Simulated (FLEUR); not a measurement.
# FeO (Wuestite) (R-3m) in FLEUR: a series of runs, part 2 of 2

FLEUR MaX-R8.1 (later development tree). Earlier steps stand in the parts before.

**4. Equation of state, SCAN, collinear spin, ferromagnetic start, 10.47 Å³/atom (volume scaled by 1.04)**

Changes to inp.xml since step 3:

```diff
@@ -27,3 +27,3 @@
       <xi:include xmlns:xi="http://www.w3.org/2001/XInclude" href="sym.xml"> </xi:include>
-      <bulkLattice scale="0.9795861087">
+      <bulkLattice scale="1.0131594038">
          <bravaisMatrix>
```

Command:

```
inpgen -f crystal.txt -profile fastHighL
# inp.xml edited to the form shown
fleur_MPI
```

Wall time 4.4 min (1 thread of Arm Neoverse V1, shared host); peak memory 0.13 GiB.

Results (log left out):

| Property | Result |
| --- | --- |
| Free energy | -36692.1906 eV |
| Band gap on the k mesh | none (metal or under the smearing width) |
| Net moment | 4.00 μB per cell |
| Site moments | Fe +3.66; O +0.25 μB |
| Valence electrons inside the program's atomic spheres | Fe 14.01; O 5.13 (radii Fe 2.08, O 1.59 bohr) |

Caveat: the meta-GGA is that of a development version, with a GGA for the radial functions and cores and without core tails; a cell with one magnetic atom can't hold antiferromagnetic order, which such compounds often take; semilocal functionals often make such compounds metallic where correlation or magnetic order opens a gap, which also shifts bond lengths.

**5. Equation of state, SCAN, collinear spin, ferromagnetic start, 10.67 Å³/atom (volume scaled by 1.06)**

Changes to inp.xml since step 4:

```diff
@@ -27,3 +27,3 @@
       <xi:include xmlns:xi="http://www.w3.org/2001/XInclude" href="sym.xml"> </xi:include>
-      <bulkLattice scale="1.0131594038">
+      <bulkLattice scale="1.0196128224">
          <bravaisMatrix>
```

Command:

```
inpgen -f crystal.txt -profile fastHighL
# inp.xml edited to the form shown
fleur_MPI
```

Wall time 4.5 min (1 thread of Arm Neoverse V1, shared host); peak memory 0.13 GiB.

Results (log left out):

| Item | Value |
| --- | --- |
| Free energy | -36692.1508 eV |
| Band gap on the k mesh | none (metal or under the smearing width) |
| Net moment | 4.00 μB per cell |
| Site moments | Fe +3.66; O +0.25 μB |
| Valence electrons inside the program's atomic spheres | Fe 13.99; O 5.12 (radii Fe 2.08, O 1.59 bohr) |

Caveat: the meta-GGA is that of a development version, with a GGA for the radial functions and cores and without core tails; a cell with one magnetic atom can't hold antiferromagnetic order, which such compounds often take; semilocal functionals often make such compounds metallic where correlation or magnetic order opens a gap, which also shifts bond lengths.
